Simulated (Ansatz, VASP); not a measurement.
**Two plane-wave programs on ZnO (zincite)**

INCAR

```
SYSTEM = ZnO
PREC     = Accurate       ! precision mode
ENCUT    = 520            ! plane-wave cutoff, eV
EDIFF    = 1E-7           ! SCF threshold, eV
ISMEAR   = 0              ! smearing method
SIGMA    = 0.03           ! smearing width, eV
LREAL    = .FALSE.        ! projectors in reciprocal space
LASPH    = .TRUE.         ! aspherical terms in the spheres
NELM     = 80             ! most SCF steps
ALGO     = Normal         ! electronic algorithm
ISIF     = 2              ! what is computed and relaxed
LWAVE    = .FALSE.        ! write WAVECAR
LCHARG   = .TRUE.         ! write CHGCAR
GGA      = PE             ! functional
LELF     = .TRUE.         ! ELF
LVHAR    = .TRUE.
```

Contents of KPOINTS:

```
Automatic mesh
0
G
  9 9 5
  0 0 0
```

File POSCAR:

```
ZnO
1.0
    3.2493080000      0.0000000000      0.0000000000
   -1.6246540000      2.8139832727      0.0000000000
    0.0000000000      0.0000000000      5.2057090000
Zn O
2 2
Direct
    0.6666666667      0.3333333333      0.0000000000
    0.3333333333      0.6666666667      0.5000000000
    0.3333333333      0.6666666667      0.8790100000
    0.6666666667      0.3333333333      0.3790100000
```

input.yaml

```yaml
crystal:
  lattice:
    - [3.249308, 0.0, 0.0]
    - [-1.624654, 2.8139832727, 0.0]
    - [0.0, 0.0, 5.205709]
  atoms:
    - { symbol: Zn, position: [0.6666666667, 0.3333333333, 0.0] }
    - { symbol: Zn, position: [0.3333333333, 0.6666666667, 0.5] }
    - { symbol: O, position: [0.3333333333, 0.6666666667, 0.87901] }
    - { symbol: O, position: [0.6666666667, 0.3333333333, 0.37901] }
hamiltonian:
  xc: pbe
  pseudopotentials: { kind: paw }
kpoints:
  mp_grid: { grid: [9, 9, 5] }
scf:
  occupations: { method: gaussian, width: 0.03 }
output:
  forces: true
  stress: true
  eigenvalues: true
```

Alike in both runs: task single point; functional PBE; k mesh 9 × 9 × 5; occupations gaussian, width 0.03 eV; no spin polarisation.

|  | VASP | Ansatz |
| --- | --- | --- |
| version | VASP 6.6.1 | Ansatz 0.2.0 |
| potentials or method | VASP PAW PBE potentials, release 64 (Zn, O) | Ansatz PAW |
| plane-wave cutoff (eV) | 520 | 420 |
| valence electrons in the cell | 36 | 36 |

Ansatz gave:

* gap on the k mesh at the Fermi level (eV): 0.80
* least direct gap on the mesh (eV): 0.80
* pressure (GPa): 4.9
* largest component of the traceless stress (GPa): 1.14
* rms of the force components (eV/Å): 0.040

Q: What did VASP give for the same quantities?

A: gap on the k mesh at the Fermi level (eV): 0.79; least direct gap on the mesh (eV): 0.79; pressure (GPa): 6.0; largest component of the traceless stress (GPa): 1.17; rms of the force components (eV/Å): 0.043.

Atom by atom the forces differ by 0.002 eV/Å (rms over components).

Caveats: odd divisions of the mesh miss points on the zone boundary, where band edges often lie, so the gap on the mesh can be too wide (Ansatz); the pressure holds a Pulay correction of +0.7 GPa for the finite cutoff (Ansatz).
